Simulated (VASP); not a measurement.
## ZrS2 under changes of volume

One of the cells (24.238 Å³/atom); the others are scaled copies at fixed shape and fractional positions:

```
CELL_PARAMETERS angstrom
3.71583 0.00000 0.00000
-1.85791 3.21800 0.00000
0.00000 0.00000 6.08109
ATOMIC_POSITIONS crystal
Zr 0.00000 0.00000 0.00000
S 0.33333 0.66667 0.23791
S 0.66667 0.33333 0.76209
```

The cell is a database's computed one.

| Item | Value |
| --- | --- |
| Program | VASP 6.6.1 |
| Functional | PBE |
| Potentials or basis | VASP PAW PBE potentials, release 64 (Zr_sv, S) |
| Cutoff | 520 eV |
| k mesh | 8 × 8 × 5 |
| Occupations | fermi-dirac, width 0.05 eV |
| Spin | no spin polarisation |

```csv
volume (Å³/atom),energy over the lowest point (meV/atom),pressure (GPa),gap on the mesh (eV),largest force (eV/Å)
22.337,29.97,6.7,1.02,0.817
22.813,13.32,4.4,1.03,0.543
23.288,3.18,2.3,1.04,0.288
24.238,0.00,-1.3,1.07,0.170
24.714,?,?,?,?
25.189,16.12,-4.2,1.08,0.565
```

Problem. What does the run at 24.714 Å³/atom give?

Solution. Energy over the lowest point 5.88 meV/atom; pressure -2.8 GPa; gap on the mesh 1.07 eV; largest force 0.374 eV/Å.

Worked out: A Birch-Murnaghan fit of order 3 (a polynomial in V^(-2/3)) to the other rows has its minimum at 23.90 Å³/atom with B0 = V·E''(V) = 88 GPa and B' = 4.0 at fixed shape and positions, which overstates the stiffness. It gives 5.89 meV/atom at 24.714 Å³/atom, against the run's 5.88, and -dE/dV = -2.7 GPa, against -2.8. A straight line through the other rows of the gap, of slope 0.531 eV per unit of ln V, gives 1.07 eV, against the run's 1.07.

Energies are extrapolated to zero smearing.

Caveats: an odd mesh through Γ misses points on the zone boundary, where band edges often lie; this functional lacks dispersion, which binds the layers, so the pressure and a relaxed spacing across them are unreliable. Spin-orbit coupling on Zr is left out.
